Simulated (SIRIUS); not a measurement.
Moving spin-orbit coupling in Ce

The structure is cubic, space group Fm-3m (No. 225). The conventional cell has a = 5.161 Å, b = 5.161 Å, c = 5.161 Å, α = 90.00°, β = 90.00°, γ = 90.00°. Ce (site symmetry m-3m) has 12 Ce at 3.65 Å as nearest neighbours.

Kept alike: task band structure; functional PBE; k mesh 9 × 9 × 9; occupations fermi-dirac, width 0.05 eV. Program: SIRIUS, all-electron FP-LAPW, apw+lo standard, cutoff 168 eV. The mesh is that of the run's cell of 1 atom.

| spin-orbit coupling | moment of the cell (μB) |
| --- | --- |
| off | 0.80 |
| on | 0.78 |

For a metal such a mesh leaves the last digits unconverged. The runs hold the magnetic state that their start led to, which needn't be the lowest.

**Question.** What does spin-orbit coupling change here?

**Answer.** The moment of the cell runs from 0.78 (on) to 0.80 μB (off).
